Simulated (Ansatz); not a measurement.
Gas-phase electronic energies from Ansatz, PBE0-D4/def2-TZVP geometries. CBS: MP2 limit from def2 TZ/QZ plus the TZ coupled-cluster correction, frozen cores. This one scheme is used for every species. Functionals use def2-TZVPP. One conformer a species, not always the lowest.

`O=CB(S)Cl` + `CC(C)(C)O` → `CC(C)(C)OC=O` + `SBCl`  (substitution at a C–B bond)

`O=CB(S)Cl`:

```xyz
7

O     1.598   -0.186    1.366
C     0.515    0.021    0.887
B     0.186   -0.176   -0.671
S    -1.447    0.163   -1.283
Cl    1.429   -0.719   -1.752
H    -0.319    0.371    1.544
H    -1.961    0.525   -0.092
```

`CC(C)(C)O`:

Cartesian coordinates in Å:
```
C -0.969 -0.597 -0.883
C 0.142 0.136 -0.143
C -0.419 1.300 0.652
C 0.904 -0.820 0.766
O 1.039 0.723 -1.083
H -1.488 0.087 -1.556
H -0.560 -1.420 -1.478
H -1.697 -1.021 -0.187
H -0.935 1.996 -0.013
H 0.388 1.839 1.151
H -1.125 0.949 1.407
H 0.249 -1.252 1.526
H 1.719 -0.293 1.267
H 1.333 -1.644 0.188
H 1.420 0.017 -1.613
```

`CC(C)(C)OC=O`:

Z-matrix (Å, degrees):
```
C
C 1 1.517
H 1 1.092 2 110.6
H 1 1.092 2 109.9 3 119.9
H 1 1.092 2 110.6 3 -120.3
C 2 1.519 1 110.7 3 177.5
C 2 1.519 1 110.7 3 -57.3
O 2 1.464 1 102.9 3 60.1
H 6 1.092 2 109.2 1 59.4
H 6 1.092 2 110.4 1 -59.2
H 6 1.089 2 111.5 1 179.5
H 7 1.088 2 111.5 1 -179.5
H 7 1.092 2 109.2 1 -59.4
H 7 1.092 2 110.4 1 59.2
C 8 1.325 2 121.3 1 180.0
O 15 1.198 8 127.9 2 0.0
H 15 1.102 8 108.3 2 -180.0
```

`SBCl`:

```xyz
5

S     0.589   -0.582    1.056
B    -0.289    0.000   -0.377
Cl   -1.354   -1.103   -1.210
H     1.227    0.572    1.310
H    -0.173    1.113   -0.780
```

CCSD(T)/CBS gives -50.6 kJ/mol.

Q: Another level gave -54.8 kJ/mol. Which?
A. revPBE/def2-TZVPP
B. PBE-D4/def2-TZVPP
C. r2SCAN0-D4/def2-TZVPP
D. LDA (SPW92)/def2-TZVPP

A: B. PBE-D4 -54.8, r2SCAN0-D4 -61.8, revPBE -49.1, LDA (SPW92) -66.5 kJ/mol.

Largest T1 diagnostic among the species: 0.015.

At CCSD(T), def2-SVP lies −13.0 kJ/mol from the extrapolated value and def2-TZVPP −2.7 kJ/mol. Leaving LDA and LC-ωPBE aside and taking each functional with its dispersion term where it has one, the values, not all of them listed here, spread over 9.1 kJ/mol, from r2SCAN0-D4 to revPBE-D4. LDA lies −13.1 kJ/mol from PBE without D4. In def2-TZVPP, CCSD(T) changes the Hartree–Fock value by +10.1 kJ/mol (the triples alone add −1.2 kJ/mol) and MP2 by +8.1 kJ/mol.

CCSD(T)/CBS has its own doubt, a few kJ/mol and more with outer-core shells, so smaller differences from it don't rank the levels.
